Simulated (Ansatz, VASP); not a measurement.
**One calculation of TaN, two programs**

Contents of INCAR:

```
SYSTEM = TaN
PREC = Accurate
ENCUT = 520
EDIFF = 1E-6
ISMEAR = 0
SIGMA = 0.15
LREAL = .False.
LASPH = .True.
NELM = 60
ALGO = Normal
ISIF = 2
LWAVE = .False.
LCHARG = .False.
GGA = PE
NBANDS = 15
```

File KPOINTS:

```
regular mesh
0
Gamma
  18 18 18
  0 0 0
```

File POSCAR:

```
TaN
1.0
    0.0000000000      2.1790000000      2.1790000000
    2.1790000000      0.0000000000      2.1790000000
    2.1790000000      2.1790000000      0.0000000000
Ta N
1 1
Direct
    0.5143414410      0.5143414410      0.4856585590
    0.0000000000      0.0000000000      0.0000000000
```

Input for Ansatz:

```yaml
crystal:
  lattice:
    - [0.0, 2.179, 2.179]
    - [2.179, 0.0, 2.179]
    - [2.179, 2.179, 0.0]
  atoms:
    - { symbol: Ta, position: [0.514341441, 0.514341441, 0.485658559] }
    - { symbol: "N", position: [0.0, 0.0, 0.0] }
basis:
  ecutwfc: 420
kpoints:
  mp_grid: { grid: [18, 18, 18] }
hamiltonian:
  xc: pbe
scf:
  occupations: { method: gaussian, width: 0.15 }
output:
  forces: true
  stress: true
  eigenvalues: true
```

Change from the starting cell: all Ta atoms moved +0.062 Å, as atom 1 along Cartesian [0 0 1].

Alike in both runs: task single point; functional PBE; k mesh 18 × 18 × 18; occupations gaussian, width 0.15 eV; no spin polarisation.

|  | VASP | Ansatz |
| --- | --- | --- |
| version | VASP 6.6.1 | Ansatz 0.2.0 |
| potentials or method | VASP PAW PBE potentials, release 64 (Ta_pv, N) | scalar-relativistic, plane waves, PAW |
| plane-wave cutoff (eV) | 520 | 420 |
| valence electrons in the cell | 16 | 18 |

```tsv
	VASP	Ansatz	Ansatz less VASP
gap on the k mesh at the Fermi level (eV)	none	none	-
pressure (GPa)	16.2	15.3	-0.96
largest component of the traceless stress (GPa)	1.45	1.43	-0.022
rms of the force components (eV/Å)	0.337	0.336	-0.0006
```

Atom by atom the forces differ by 0.001 eV/Å (rms over components). A gap of «none» marks a metal or a gap that the smearing closes. The functional is the same, so the differences come from potentials, cutoffs and numerics. The two sets of potentials don't hold the same shells in valence.

Caveats: so large a pressure means that the cell lies far from this level's equilibrium, or that cutoff or potentials fall short (VASP). The runs have no spin-orbit coupling, so splittings on Ta are missing.
